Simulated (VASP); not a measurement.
# MgO (Periclase) (Fm-3m) in VASP: notebook

One crystal, MgO (Periclase), is run at these levels: PBEsol; tasks: relaxation of cell and atoms.

Program: VASP 6.6.1. These are calculated values, not measurements. Logs are shortened: lines on timing, memory, paths and dates and some standing lists are left out, and cuts for length are marked.

## (1) The crystal as given

The structure is cubic, space group Fm-3m (No. 225). Conventional cell: a = 4.217 Å, b = 4.217 Å, c = 4.217 Å, α = 90.00°, β = 90.00°, γ = 90.00°. Mg (site symmetry m-3m) has 6 O at 2.11 Å as nearest neighbours. Around O (site symmetry m-3m) lie 6 Mg at 2.11 Å.

## (2) Relaxation of cell and atoms, PBEsol, target pressure 23.2 GPa, at which the enthalpy is minimised

INCAR reads:

```
  PREC = Accurate
  ENCUT = 600
  EDIFF = 1E-6
  ISMEAR = 0
  SIGMA = 0.03
  LREAL = False
  LASPH = True
  NELM = 80
  ALGO = Normal
  ISIF = 3
  LWAVE = False
  LCHARG = False
  GGA = PS
  IBRION = 2
  NSW = 90
  EDIFFG = -0.01
  PSTRESS = 232.0
```

KPOINTS reads:

```
regular mesh
0
Gamma
  12 12 12
```

POSCAR reads:

```
MgO
1.0
    0.0000000000      2.1085000000      2.1085000000
    2.1085000000      0.0000000000      2.1085000000
    2.1085000000      2.1085000000      0.0000000000
Mg O
1 1
Direct
    0.0000000000      0.0000000000      0.0000000000
    0.5000000000      0.5000000000      0.5000000000
```

Potentials or basis: VASP PAW PBE potentials, release 64 (Mg, O).

Command:

```bash
$ cat potpaw_PBE.64/Mg/POTCAR potpaw_PBE.64/O/POTCAR > POTCAR
$ mpirun -np 1 vasp_std > vasp.out
```

OUTCAR:

```text
PREC = Accurate
   ENCUT = 600
   EDIFF = 1E-6
   ISMEAR = 0
   LREAL = False
   LASPH = True
   NELM = 80
   ISIF = 3
   GGA = PS
   IBRION = 2
   NSW = 90
   EDIFFG = -0.01
   PSTRESS = 232.0

 ion  position               nearest neighbor table
   1  0.000  0.000  0.000-   2 2.11   2 2.11   2 2.11   2 2.11   2 2.11   2 2.11
   2  0.500  0.500  0.500-   1 2.11   1 2.11   1 2.11   1 2.11   1 2.11   1 2.11

  LATTYP: Found a face centered cubic cell.
 ALAT       =     4.2170000000

  Lattice vectors:

 A1 = (   0.0000000000,   2.1085000000,   2.1085000000)
 A2 = (   2.1085000000,   0.0000000000,   2.1085000000)
 A3 = (   2.1085000000,   2.1085000000,   0.0000000000)

Analysis of symmetry for initial positions (statically):
=====================================================================
 Subroutine PRICEL returns:
 Original cell was already a primitive cell.

 Routine SETGRP: Setting up the symmetry group for a
 face centered cubic supercell.

 Subroutine GETGRP returns: Found 48 space group operations
 (whereof 48 operations were pure point group operations)
 out of a pool of 48 trial point group operations.

The static configuration has the point symmetry O_h .

Analysis of symmetry for dynamics (positions and initial velocities):
=====================================================================
 Subroutine PRICEL returns:
 Original cell was already a primitive cell.

 Routine SETGRP: Setting up the symmetry group for a
 face centered cubic supercell.

 Subroutine GETGRP returns: Found 48 space group operations
 (whereof 48 operations were pure point group operations)
 out of a pool of 48 trial point group operations.

The dynamic configuration has the point symmetry O_h .

 Subroutine INISYM returns: Found 48 space group operations
 (whereof 48 operations are pure point group operations),
 and found     1 'primitive' translations

----------------------------------------------------------------------------------------

                                     Primitive cell

  volume of cell :      18.7478

  direct lattice vectors                    reciprocal lattice vectors
     0.000000000  2.108500000  2.108500000    -0.237135404  0.237135404  0.237135404
     2.108500000  0.000000000  2.108500000     0.237135404 -0.237135404  0.237135404
     2.108500000  2.108500000  0.000000000     0.237135404  0.237135404 -0.237135404

  length of vectors
     2.981869296  2.981869296  2.981869296     0.410730569  0.410730569  0.410730569

  position of ions in fractional coordinates (direct lattice)
     0.000000000  0.000000000  0.000000000
     0.500000000  0.500000000  0.500000000

  ion indices of the primitive-cell ions
   primitive index   ion index
                 1           1
                 2           2

----------------------------------------------------------------------------------------

 KPOINTS: regular mesh

Automatic generation of k-mesh.
 Grid dimensions read from file:
 generate k-points for:   12   12   12

 Generating k-lattice:

  Cartesian coordinates                     Fractional coordinates (reciprocal lattice)
    -0.019761284  0.019761284  0.019761284     0.083333333  0.000000000  0.000000000
     0.019761284 -0.019761284  0.019761284     0.000000000  0.083333333  0.000000000
     0.019761284  0.019761284 -0.019761284     0.000000000  0.000000000  0.083333333

  Length of vectors
     0.034227547  0.034227547  0.034227547

  Shift w.r.t. Gamma in fractional coordinates (k-lattice)
     0.000000000  0.000000000  0.000000000

 Subroutine IBZKPT returns following result:
 ===========================================

 Found     72 irreducible k-points:

 Following reciprocal coordinates:
            Coordinates               Weight
  0.000000  0.000000  0.000000      1.000000
  0.083333  0.000000  0.000000      8.000000
  0.166667  0.000000  0.000000      8.000000
  0.250000  0.000000  0.000000      8.000000
  0.333333  0.000000  0.000000      8.000000
  0.416667  0.000000  0.000000      8.000000
[... 16 lines left out ...]
  0.500000  0.166667  0.000000     24.000000
 -0.416667  0.166667  0.000000     24.000000
 [... further k-points ...]
   k-points           NKPTS =     72   k-points in BZ     NKDIM =     72   number of bands    NBANDS=      8
   number of dos      NEDOS =    301   number of ions     NIONS =      2
   total plane-waves  NPLWV =  13824
   dimension x,y,z NGX =    24 NGY =   24 NGZ =   24
   dimension x,y,z NGXF=    48 NGYF=   48 NGZF=   48
   ions per type =               1   1
   NGX,Y,Z   is equivalent  to a cutoff of  13.38, 13.38, 13.38 a.u.
   NGXF,Y,Z  is equivalent  to a cutoff of  26.76, 26.76, 26.76 a.u.
 SYSTEM =  unknown system
   PREC   = accura    normal or accurate (medium, high low for compatibility)
   ISTART =      0    job   : 0-new  1-cont  2-samecut
   ICHARG =      2    charge: 1-file 2-atom 10-const
   ISPIN  =      1    spin polarized calculation?
[... 54 lines left out ...]

  energy without entropy =      -12.51528610  energy(sigma->0) =      -12.51528610

------------------------ aborting loop because EDIFF is reached ----------------------------------------

  FORCE on cell =-STRESS in cart. coord.  units (eV):
  Direction    XX          YY          ZZ          XY          YZ          ZX
  --------------------------------------------------------------------------------------
  -------------------------------------------------------------------------------------
  Total       -0.1221113     -0.1221113     -0.1221113      0.0000000     -0.0000000      0.0000000
  in kB      -10.4355559    -10.4355559    -10.4355559      0.0000000     -0.0000000      0.0000000
  external PRESSURE =    -242.4355559 kB  Pullay stress =     232.0000000 kB

 VOLUME and BASIS-vectors are now :
 -----------------------------------------------------------------------------
  energy-cutoff  :      600.00
  volume of cell :       18.75
      direct lattice vectors                 reciprocal lattice vectors
     0.000000000  2.108500000  2.108500000    -0.237135404  0.237135404  0.237135404
     2.108500000  0.000000000  2.108500000     0.237135404 -0.237135404  0.237135404
     2.108500000  2.108500000  0.000000000     0.237135404  0.237135404 -0.237135404
[... 160 lines left out ...]
  FREE ENERGIE OF THE ION-ELECTRON SYSTEM (eV)
  ---------------------------------------------------
  free  energy   TOTEN  =       -12.3863207897 eV

  energy  without entropy=      -12.3863207897  energy(sigma->0) =      -12.38632079

  enthalpy is  TOTEN    =        -9.9772947059 eV   P V=        2.4090260838

--------------------------------------- Ionic step        6  -------------------------------------------

 number of electron       7.9999999 magnetization

 Free energy of the ion-electron system (eV)
  ---------------------------------------------------
  ext. energy  EPLUGINS =         0.00000000
  ---------------------------------------------------
  free energy    TOTEN  =       -12.38439947 eV

  energy without entropy =      -12.38439947  energy(sigma->0) =      -12.38439947

 E-fermi :   4.1609     XC(G=0): -11.8877

 val. band max:        3.9989271591   @ k =   0.0000   0.0000   0.0000
 cond. band min:       9.8507536036   @ k =   0.0000   0.0000   0.0000
 fundamental gap:      5.8518264444
 Fermi energy:         4.1609482978

 k-point     1 :       0.0000    0.0000    0.0000
  band No.  band energies     occupation
      1     -13.8551      2.00000
      2       3.9989      2.00000
      3       3.9989      2.00000
      4       3.9989      2.00000
      5       9.8508      0.00000
      6      20.2757      0.00000
      7      20.2757      0.00000
      8      20.2757      0.00000

 k-point     2 :       0.0833    0.0000    0.0000
  band No.  band energies     occupation
      1     -13.7638      2.00000
      2       3.5045      2.00000
      3       3.9394      2.00000
      4       3.9394      2.00000
      5      10.2981      0.00000
      6      19.2768      0.00000
      7      20.4784      0.00000
      8      20.4784      0.00000
[... 221 lines left out ...]
 k-point    23 :       0.5000    0.1667    0.0000
  band No.  band energies     occupation
      1     -12.1511      2.00000
      2      -0.7208      2.00000
      3       2.3069      2.00000
      4       2.9930      2.00000
      5      13.6732      0.00000
      6      17.2221      0.00000
      7      19.4169      0.00000
      8      22.2151      0.00000

 k-point    24 :      -0.4167    0.1667    0.0000
  band No.  band energies     occupation
      1     -12.1119      2.00000
      2      -0.7784      2.00000
      3       2.1541      2.00000
      4       3.0511      2.00000
      5      13.7354      0.00000
      6      17.4122      0.00000
      7      19.3960      0.00000
      8      22.1791      0.00000

 [... further k-points ...]

------------------------ aborting loop because EDIFF is reached ----------------------------------------

  FORCE on cell =-STRESS in cart. coord.  units (eV):
  Direction    XX          YY          ZZ          XY          YZ          ZX
  --------------------------------------------------------------------------------------
  -------------------------------------------------------------------------------------
  Total        2.4086646      2.4086646      2.4086646      0.0000000      0.0000000     -0.0000000
  in kB      232.1510106    232.1510106    232.1510106      0.0000000      0.0000000     -0.0000000
  external PRESSURE =       0.1510106 kB  Pullay stress =     232.0000000 kB

 VOLUME and BASIS-vectors are now :
 -----------------------------------------------------------------------------
  energy-cutoff  :      600.00
  volume of cell :       16.62
      direct lattice vectors                 reciprocal lattice vectors
     0.000000000  2.025639293  2.025639293    -0.246835654  0.246835654  0.246835654
     2.025639293 -0.000000000  2.025639293     0.246835654 -0.246835654  0.246835654
     2.025639293  2.025639293  0.000000000     0.246835654  0.246835654 -0.246835654

 POSITION                                       TOTAL-FORCE (eV/Angst)
 -----------------------------------------------------------------------------------
      2.02564      2.02564      0.00000        -0.000000      0.000000      0.000000
      2.02564      2.02564      2.02564         0.000000     -0.000000     -0.000000
 -----------------------------------------------------------------------------------
    total drift:                               -0.000000     -0.000000      0.000000

  FREE ENERGIE OF THE ION-ELECTRON SYSTEM (eV)
  ---------------------------------------------------
  free  energy   TOTEN  =       -12.3843994684 eV

  energy  without entropy=      -12.3843994684  energy(sigma->0) =      -12.38439947

  enthalpy is  TOTEN    =        -9.9773016657 eV   P V=        2.4070978027

 reached required accuracy - stopping structural energy minimisation
```

Wall time 13 s (1 thread of Intel Xeon 6975P-C (Granite Rapids), shared host); peak memory 0.15 GiB.

Results:

| Property | Result |
| --- | --- |
| Free energy | -12.3844 eV |
| Relaxed volume | 8.31 Å³/atom |
| Relaxed cell | a = 2.865 Å, b = 2.865 Å, c = 2.865 Å, α = 60.00°, β = 60.00°, γ = 60.00° |
| Space group after relaxing (to 0.05 Å) | Fm-3m (No. 225) |
| Energy change on relaxing (the enthalpy is what falls) | +65.4 meV/atom |
| Ionic steps | 6 |
| Pressure after relaxing | 23.2 GPa |
| Band gap on the k mesh | 5.85 eV, direct |

The path:
```
step  energy change (eV)  largest force (eV/Å)  pressure (GPa)  volume (Å³)
   1              0.0000                0.0000           -1.04        18.75
   2              0.4620                0.0000           51.18        15.16
   3              0.1275                0.0000           22.85        16.65
   4              0.1333                0.0000           23.46        16.61
   5              0.1290                0.0000           22.99        16.64
   6              0.1309                0.0000           23.22        16.62
```

Final structure:
```cif
data_structure
_symmetry_space_group_name_H-M 'P 1'
_symmetry_Int_Tables_number 1
_cell_length_a 2.8647
_cell_length_b 2.8647
_cell_length_c 2.8647
_cell_angle_alpha 60.000
_cell_angle_beta 60.000
_cell_angle_gamma 60.000
_cell_volume 16.62
loop_
_atom_site_label
_atom_site_type_symbol
_atom_site_fract_x
_atom_site_fract_y
_atom_site_fract_z
_atom_site_occupancy
Mg1 Mg 0.00000 0.00000 0.00000 1
O1 O 0.50000 0.50000 0.50000 1
```

Caveat: the cell is relaxed towards a set pressure, so the enthalpy falls and the energy may rise; the PAW data sets were made with another functional, which shifts forces and pressure a little.

## (3) Relaxation of cell and atoms, PBEsol, target pressure 23.2 GPa, at which the enthalpy is minimised

This run uses another cell than the first one, of 8.31 Å³/atom, 0.887 times its volume.

Edit INCAR of step 2 so:

```diff
@@ -2,3 +2,3 @@
   ENCUT = 600
-  EDIFF = 1E-6
+  EDIFF = 1E-7
   ISMEAR = 0
@@ -15,3 +15,3 @@
   NSW = 90
-  EDIFFG = -0.01
+  EDIFFG = -0.005
   PSTRESS = 232.0
```

KPOINTS is that of step 2.

POSCAR reads:

```
MgO                                     
1.0
    0.0000000000      2.0256392929      2.0256392929
    2.0256392929     -0.0000000000      2.0256392929
    2.0256392929      2.0256392929      0.0000000000
  Mg              O             
     1     1
Direct
     0.0000000000000000    0.0000000000000000    1.0000000000000000
     0.5000000000000000    0.5000000000000000    0.5000000000000000
```

Potentials or basis: VASP PAW PBE potentials, release 64 (Mg, O).

Command:

```bash
$ cat potpaw_PBE.64/Mg/POTCAR potpaw_PBE.64/O/POTCAR > POTCAR
$ mpirun -np 1 vasp_std > vasp.out
```

Run time: 4.1 s. Hardware: 1 thread of Intel Xeon 6975P-C (Granite Rapids), shared host; peak memory 0.14 GiB.

Results (log left out):

- Free energy: -12.3783 eV
- Pressure after relaxing: 23.3 GPa
- Band gap on the k mesh: 5.85 eV, direct

Final structure:
```xyz
2
Lattice="0.0000 2.0256 2.0256 2.0256 0.0000 2.0256 2.0256 2.0256 0.0000" Properties=species:S:1:pos:R:3 pbc="T T T"
Mg    0.0000    0.0000    0.0000
O     2.0256    2.0256    2.0256
```

Levels at points of the mesh, in eV from the valence-band top:
```tsv
k point	band 1	band 2	band 3	band 4	band 5	band 6	band 7	band 8
(0.00, 0.00, 0.00)	-17.86	0.00	0.00	0.00	5.85	16.27	16.27	16.27
(0.50, 0.00, 0.00)	-16.22	-5.23	-0.81	-0.81	8.50	13.85	17.40	17.40
(0.50, 0.50, 0.00)	-15.91	-4.65	-1.54	-1.54	9.02	11.20	14.26	20.69
```

Caveat: the relaxation stopped at its first step, so nothing moved; the cell is relaxed towards a set pressure, so the enthalpy falls and the energy may rise; the PAW data sets were made with another functional, which shifts forces and pressure a little. A hybrid or GW would open this gap; PBEsol tends to underestimate it.

## (4) Relaxation of cell and atoms, PBEsol

INCAR reads:

```
PREC = Accurate
ENCUT = 600
EDIFF = 1E-6
ISMEAR = 0
SIGMA = 0.03
LREAL = False
LASPH = True
NELM = 80
ALGO = Normal
ISIF = 3
LWAVE = False
LCHARG = False
GGA = PS
IBRION = 2
NSW = 90
EDIFFG = -0.01
```

KPOINTS is that of step 3.

POSCAR reads:

```
MgO
1.0
    0.0000000000      2.1085000000      2.1085000000
    2.1085000000      0.0000000000      2.1085000000
    2.1085000000      2.1085000000      0.0000000000
Mg O
1 1
Direct
    0.0000000000      0.0000000000      0.0000000000
    0.5000000000      0.5000000000      0.5000000000
```

Command:

```bash
$ cat potpaw_PBE.64/Mg/POTCAR potpaw_PBE.64/O/POTCAR > POTCAR
$ mpirun -np 1 vasp_std > vasp.out
```

It took 14 s on 1 thread of AMD EPYC 9R14 (Zen 4), shared host; peak memory 0.12 GiB.

It converged, with:

| Item | Value |
| --- | --- |
| Free energy | -12.5157 eV |
| Relaxed volume | 9.31 Å³/atom |
| Relaxed cell | a = 2.975 Å, b = 2.975 Å, c = 2.975 Å, α = 60.00°, β = 60.00°, γ = 60.00° |
| Space group after relaxing (to 0.05 Å) | Fm-3m (No. 225) |
| Energy gained by relaxing | 0.2 meV/atom |
| Ionic steps | 3 |
| Pressure after relaxing | 0.0 GPa |
| Band gap on the k mesh | 4.66 eV, direct |

The path:
| step | energy change (eV) | largest force (eV/Å) | pressure (GPa) | volume (Å³) |
| --- | --- | --- | --- | --- |
| 1 | 0.0000 | 0.0000 | -1.04 | 18.75 |
| 2 | -0.0003 | 0.0000 | 0.38 | 18.58 |
| 3 | -0.0004 | 0.0000 | 0.00 | 18.63 |

Final structure:
```
Mg O
1.0
     0.00000    2.10392    2.10392
     2.10392    0.00000    2.10392
     2.10392    2.10392    0.00000
Mg O
1 1
Cartesian
  0.0000 0.0000 0.0000
  2.1039 2.1039 2.1039
```

Levels at points of the mesh, in eV from the valence-band top:
```csv
k point,band 2,band 3,band 4,band 5,band 6,band 7
"(0.00, 0.00, 0.00)",0.00,0.00,0.00,4.66,15.65,15.65
"(0.50, 0.00, 0.00)",-4.69,-0.67,-0.67,7.77,12.54,16.21
"(0.50, 0.50, 0.00)",-4.16,-1.37,-1.37,8.93,9.91,13.00
```

Caveat: the PAW data sets were made with another functional, which shifts forces and pressure a little.

## (5) Relaxation of cell and atoms, PBEsol

This run uses another cell than the first one, of 9.31 Å³/atom, 0.994 times its volume.

Edit INCAR of step 4 so:

```diff
@@ -2,3 +2,3 @@
 ENCUT = 600
-EDIFF = 1E-6
+EDIFF = 1E-7
 ISMEAR = 0
@@ -15,2 +15,2 @@
 NSW = 90
-EDIFFG = -0.01
+EDIFFG = -0.005
```

KPOINTS is that of step 4.

POSCAR reads:

```
MgO                                     
1.0
   -0.0000000000      2.1039232588      2.1039232588
    2.1039232588      0.0000000000      2.1039232588
    2.1039232588      2.1039232588     -0.0000000000
  Mg              O             
     1     1
Direct
     0.0000000000000000    0.0000000000000000    0.0000000000000000
     0.5000000000000000    0.5000000000000000    0.5000000000000000
```

Command:

```bash
$ cat potpaw_PBE.64/Mg/POTCAR potpaw_PBE.64/O/POTCAR > POTCAR
$ mpirun -np 1 vasp_std > vasp.out
```

Run time: 8.5 s. Hardware: 1 thread of AMD EPYC 9R14 (Zen 4), shared host; peak memory 0.11 GiB.

The run converged. Its results:

```yaml
Free_energy: -12.5154 eV
Pressure_after_relaxing: 0.0 GPa
Band_gap_on_the_k_mesh: 4.66 eV, direct
```

Final structure:
```yaml
crystal:
  lattice:
    - [0.00000, 2.10392, 2.10392]
    - [2.10392, 0.00000, 2.10392]
    - [2.10392, 2.10392, 0.00000]
  atoms:
    - { symbol: Mg, position: [0.00000, 0.00000, 0.00000] }
    - { symbol: O, position: [0.50000, 0.50000, 0.50000] }
```

Levels at points of the mesh, in eV from the valence-band top:
```csv
k point,band 2,band 3,band 4,band 5,band 6,band 7
"(0.00, 0.00, 0.00)",0.00,0.00,0.00,4.66,15.65,15.65
"(0.50, 0.00, 0.00)",-4.69,-0.67,-0.67,7.77,12.54,16.21
"(0.50, 0.50, 0.00)",-4.16,-1.37,-1.37,8.93,9.91,13.00
```

Caveat: the relaxation stopped at its first step, so nothing moved; the PAW data sets were made with another functional, which shifts forces and pressure a little.
